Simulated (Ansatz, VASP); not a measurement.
Hf in VASP and in Ansatz

```
Hf
1.0
    -1.80500    1.80500    1.84110
     1.80500   -1.80500    1.84110
     1.80500    1.80500   -1.84110
Hf
1
Direct
  0.00000 0.00000 0.00000
```

Change from the starting cell: zz strain of +2 %.

Alike in both runs: task single point; functional PBEsol; k mesh 14 × 14 × 14; occupations fermi-dirac, width 0.05 eV; no spin polarisation.

|  | VASP | Ansatz |
| --- | --- | --- |
| version | VASP 6.6.1 | Ansatz 0.2.0 |
| potentials or method | VASP PAW PBE potentials, release 64 (Hf_pv), cutoff 520 eV | all-electron LAPW, scalar-relativistic |

```csv
,VASP,Ansatz,Ansatz less VASP
pressure (GPa),-10.8,-10.4,+0.34
largest component of the traceless stress (GPa),0.71,0.69,-0.022
```

Ansatz ran all-electron here, so the differences hold the error of VASP's frozen core and of both bases.

Caveats: the PAW data sets were made with another functional, which shifts forces and pressure a little (VASP). Spin-orbit coupling is left out, which matters for the levels of Hf.
